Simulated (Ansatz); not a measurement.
# AlN: the cost of one run

Program: Ansatz 0.2.0. Linear response, PAW datasets, plane waves. The values are computed, spin-unpolarised, and not measurements.

## 1. The structure to begin with

The cell was relaxed beforehand with PBEsol.

The symmetry is P6_3mc (No. 186, hexagonal); conventional cell a = 3.114 Å, c = 4.984 Å, 10.46 Å³ an atom. Around Al lie 4 N at 1.89–1.90 Å; around N lie 4 Al at 1.89–1.90 Å.

Coordinates:

```cif
data_structure
_symmetry_space_group_name_H-M 'P6_3mc'
_symmetry_Int_Tables_number 186
_cell_length_a 3.1138
_cell_length_b 3.1138
_cell_length_c 4.9837
_cell_angle_alpha 90.000
_cell_angle_beta 90.000
_cell_angle_gamma 120.000
_cell_volume 41.85
loop_
_atom_site_label
_atom_site_type_symbol
_atom_site_symmetry_multiplicity
_atom_site_Wyckoff_symbol
_atom_site_fract_x
_atom_site_fract_y
_atom_site_fract_z
_atom_site_occupancy
Al1 Al 2 b 0.33333 0.66667 0.99651 1
N1 N 2 b 0.33333 0.66667 0.37849 1
```

## 2. Zone-centre modes, PBEsol

input.yaml

```yaml
crystal:
  lattice:
    - [3.1138048259, 0.0, 0.0]
    - [-1.5569024129, 2.6966340816, 0.0]
    - [0.0, 0.0, 4.9836777897]
  atoms:
    - { symbol: Al, position: [0.3333333333, 0.6666666667, -0.003491279] }
    - { symbol: Al, position: [0.6666666667, 0.3333333333, 0.496508721] }
    - { symbol: "N", position: [0.3333333333, 0.6666666667, 0.378491279] }
    - { symbol: "N", position: [0.6666666667, 0.3333333333, 0.878491279] }
kpoints:
  mp_grid: { grid: [9, 9, 4] }
hamiltonian:
  xc: pbesol
scf:
  occupations: { method: fixed }
phonons:
  method: dfpt
  dielectric: true
  qpoints: [[0, 0, 0]]
  rigid_motions: translations
```

Started as:

```console
$ ansatz run input.yaml --threads 4 --pin off --max-ram 7372MiB --backend cpu --events-out ev --progress --plain --runs-dir out
```

What time and memory should one allow on 4 threads of Intel Xeon Platinum 8259CL at 2.50GHz (Skylake/Cascade Lake), shared host?

About 18 s, with a peak of 0.59 GiB.
